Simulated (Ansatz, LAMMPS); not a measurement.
# Static equation of state of amorphous Al2O3 at 3.05 g/cm^3 (90 atoms)

Density of this cell: 3.05 g/cm³. The cell holds 90 atoms: 36 Al and 54 O. Its edges and angles: a = 10.263 Å, b = 9.865 Å, c = 9.858 Å, α = 90.3°, β = 89.5°, γ = 90.1°. The starting structure: 90 atoms (36 Al, 54 O) placed at random at 3.05 g/cm³, melted at 5000 K for 10 ps at fixed volume with the Morse and Coulomb pair potential with partial charges (Pedone, Malavasi, Menziani, Cormack and Segre, J. Phys. Chem. B 110, 11780 (2006)). Quenched from 5000 K to 300 K at 50 K/ps and fixed volume, held 5 ps, then minimised at fixed cell.

Calculated with Ansatz 0.2.0: Kohn-Sham DFT, PBE, PAW (set soft_2), plane waves; cutoff 420 eV, Γ point, fixed occupations. Cell and atoms were relaxed first, to V0 = 11.089 Å³ an atom at a residual P0 = 0.005 GPa. The cell was then scaled evenly, and the atoms were relaxed at each volume.

| volume (Å³/atom) | pressure (GPa) |
| --- | --- |
| 9.9803 | ? |
| 10.424 | 7.200 |
| 10.757 | 2.993 |
| 11.422 | -3.518 |
| 11.755 | -6.729 |

**Question.** Fit the third-order Birch–Murnaghan equation to the rows given and extrapolate to the withheld row.

Worked fit:

Take the Eulerian strain f = ½[(V0/V)^(2/3) − 1] and the normalised pressure F = (P − P0) / [3f(1 + 2f)^(5/2)]. The third-order Birch–Murnaghan equation is then the line F = B0 + (3/2)B0(B′ − 4) f, so u = f and v = F.

| u = f | v = F (GPa) |
| --- | --- |
| 0.0210564 | 102.735 |
| 0.0102569 | 92.2952 |
| -0.00975649 | 126.441 |
| -0.0190506 | 129.848 |

With n = 4: mean u = 6.2656e-4, mean v = 112.830, Σ(u − ū)² = 0.0010051, Σ(u − ū)(v − v̄) = -0.88020. Slope b = -0.88020 / 0.0010051 = -875.71; intercept a = v̄ − b ū = 113.38.

So B0 = a = 113 GPa and B′ = 4 + 2b/(3a) = -1.15. At the withheld volume f = 0.03638, F = a + b f = 81.52 GPa, and P = P0 + 3f(1 + 2f)^(5/2) F.

Prediction at 9.9803: 10.61 GPa. The run gave 13.59 GPa, so the fit is low by 3.0 GPa (22 % of the value).

The series isn't one smooth equation of state: even a line fitted to all rows, the withheld one included, misses F by up to 18.9 % and the count of bonds changes along the series. B0 and B′ are then only the numbers of this fit, not moduli of the material. Among the rows given, the largest miss of the fit is at 10.424, by 0.55 GPa (2.7 % of the range of the table).

Limits: Static cells at zero temperature; the cell shape is held. The program notes that the SCF threshold of these relaxations is loose for the stress. The quench rate of 50 K/ps is many orders above laboratory rates, so the cell is likely richer in defects and strain than a real sample. The network of bonds at the start is that of the classical potential that made the cell, and needn't be the one that DFT or experiment would give. Only the Γ point is sampled, in a cell whose shortest periodic width is 10 Å.

[Hosts, paths, dates, database ids (printed as entryN), source tags and the programs' standing remarks are cut or masked in the printed files.]
